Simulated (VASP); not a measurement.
Te: single point with PBEsol

Te:

```xyz
2
Lattice="-2.9578 3.8760 1.5352 2.9578 -3.8760 1.5352 2.9578 3.8760 -1.5352" Properties=species:S:1:pos:R:3 pbc="T T T"
Te    0.0000    5.8139    0.7647
Te    2.9578   -1.9380    0.7704
```

This isn't the form of Te at room conditions, which is trigonal, of chains.

* Program: VASP 6.6.1
* Task: single point
* Functional: PBEsol
* Potentials or basis: VASP PAW PBE potentials, release 64 (Te)
* Cutoff: 520 eV
* k mesh: 6 × 6 × 6
* Occupations: gaussian, width 0.1 eV
* Spin: no spin polarisation

* Pressure: -1.3 GPa
* Largest force: 0.004 eV/Å
* Band gap on the k mesh: none (metal or under the smearing width)

Forces in eV/Å, atoms in the order of the input:
```
Te   0.000  0.000  0.004
Te   0.000  0.000 -0.004
```

Stress tensor (GPa, compression positive):
```
-2.75  0.00  0.00
 0.00 -0.74  0.00
 0.00  0.00 -0.54
```

Levels at points of the mesh, in eV from the Fermi level:
| k point | band 3 | band 4 | band 5 | band 6 | band 7 | band 8 | band 9 | band 10 |
| --- | --- | --- | --- | --- | --- | --- | --- | --- |
| (0.00, 0.00, 0.00) | -5.58 | -2.11 | -1.62 | 2.79 | 2.94 | 3.53 | 3.79 | 4.55 |
| (0.50, 0.00, 0.00) | -5.67 | -4.07 | -3.51 | -1.26 | 0.98 | 3.00 | 3.90 | 5.41 |
| (0.00, 0.50, 0.00) | -4.75 | -4.75 | -0.62 | -0.61 | 0.07 | 0.07 | 6.12 | 6.14 |
| (0.50, 0.50, 0.00) | -2.48 | -2.48 | -1.85 | -1.85 | 3.48 | 3.48 | 7.12 | 7.12 |
| (0.50, 0.50, 0.50) | -6.01 | -4.62 | 0.55 | 2.44 | 3.86 | 4.87 | 7.27 | 7.35 |

Wall time 22 s on 1 thread of Intel(R) Xeon(R) 6975P-C (Granite Rapids), on a shared host, peak memory 0.24 GiB.

Caveat: the k mesh is coarse (spacing up to 0.38 Å⁻¹), so the values aren't converged; the PAW data sets were made with another functional, which shifts forces and pressure a little. Spin-orbit coupling is left out, which matters for the levels of Te.
